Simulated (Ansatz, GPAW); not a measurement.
This is a calculation of CuI (Marshite) for Ansatz 0.2.0. 

File input.yaml:

```yaml
crystal:
  lattice:
    - [0.0, 3.0315, 3.0315]
    - [3.0315, 0.0, 3.0315]
    - [3.0315, 3.0315, 0.0]
  atoms:
    - { symbol: I, position: [0.0, 0.0, 0.0] }
    - { symbol: Cu, position: [0.75, 0.75, 0.75] }
kpoints:
  mp_grid: { grid: [8, 8, 8] }
scf:
  occupations: { method: gaussian, width: 0.028 }
hamiltonian:
  xc: pbe
  pseudopotentials: { kind: all_electron, lapw: { basis_error: 0.001 } }
output:
  forces: true
  stress: true
  eigenvalues: true
```

Potentials or basis: all-electron LAPW, scalar-relativistic.

The run is started by

```console
$ ansatz run input.yaml --threads 1 --pin off --max-ram 3072MiB --backend cpu --events-out ev --progress --plain --runs-dir out
```

Q: What does the same run look like in GPAW 26.7.0 (ASE script)? Potentials or basis there: GPAW PAW data sets (gpaw-data 1.2.1), cutoff 600 eV.

A: As run (cutoffs and basis follow the program's own potentials, and thresholds, step limits or extra output files can differ):

File run.py:

```python
from ase.dft.bandgap import bandgap
from ase.io import read, write
from ase.units import GPa
from gpaw import GPAW, PW

atoms = read('CuI.xyz')

calc = GPAW(mode=PW(600),
            xc='PBE',
            kpts={'size': (8, 8, 8), 'gamma': True},
            occupations={'name': 'methfessel-paxton', 'order': 0, 'width': 0.028000000000000004},
            nbands=19,
            convergence={'density': 1e-05, 'energy': 1e-05},
            maxiter=150,
            txt='gpaw.txt')
atoms.calc = calc
energy = atoms.get_potential_energy()
forces = atoms.get_forces()
stress = atoms.get_stress()
calc.write('gs.gpw')
write('result.traj', atoms)
print(f'Energy: {energy:.6f} eV')
print('Forces (eV/A):')
print(forces.round(4))
print('Stress (GPa):', (stress / GPa).round(3))
print('Fermi level:', round(calc.get_fermi_level(), 4), 'eV')
print(f'Gap: {bandgap(calc)[0]:.4f} eV, direct: {bandgap(calc, direct=True)[0]:.4f} eV')
```

The input CuI.xyz:

```xyz
2
Lattice="0.0000000000 3.0315000000 3.0315000000 3.0315000000 0.0000000000 3.0315000000 3.0315000000 3.0315000000 0.0000000000" Properties=species:S:1:pos:R:3 pbc="T T T"
I      0.0000000000      0.0000000000      0.0000000000
Cu     4.5472500000      4.5472500000      4.5472500000
```

Potentials or basis: GPAW PAW data sets (gpaw-data 1.2.1), pw.

Launch:

```sh
$ OMP_NUM_THREADS=1 python run.py
```

Both were run:

|  | Ansatz | GPAW |
| --- | --- | --- |
| Pressure | 0.3 GPa | 0.9 GPa |

Where Ansatz's input types no cutoff or centring, it takes its own default and a Γ-centred mesh.

Pressure is positive in compression.
